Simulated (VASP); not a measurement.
Runs of VASP 6.6.1 on GaN. The structure is hexagonal, space group P6_3mc (No. 186). The conventional cell has a = 3.180 Å, b = 3.180 Å, c = 5.184 Å, α = 90.00°, β = 90.00°, γ = 120.00°. Around Ga (site symmetry 3m) lie 4 N at 1.94 to 1.95 Å. N (site symmetry 3m) is surrounded by 4 Ga at 1.94 to 1.95 Å. 

```csv
task,level,cell,k mesh,cutoff (eV),grid for exact exchange (PRECFOCK),screening parameter,exchange at q = 0,gap on the mesh (eV),pressure (GPa),largest force (eV/Å)
relaxation of cell and atoms,PBEsol,relaxed,12 × 12 × 5,600,-,-,-,(a),0.0,-
band structure,HSE06,as given,6 × 6 × 3,520,Fast,0.2 1/A,-,3.25,0.2,0.02
band structure,PBE0,as given,6 × 6 × 3,520,Fast,-,truncated,(b),0.1,0.02
band structure,PBEsol,as given,6 × 6 × 3,520,Fast,-,-,1.90,0.1,-
```

Alike in all rows: potentials or basis VASP PAW PBE potentials, release 64 (Ga_d, N); no spin polarisation; smearing gaussian 0.03 eV.

Question: Fill in the values left out.

Answer: (a) 1.91; (b) 3.93.

Caveats: the PAW data sets were made with another functional, which shifts forces and pressure a little.

A k mesh can miss the band edges, and the runs leave out spin-orbit coupling on Ga.
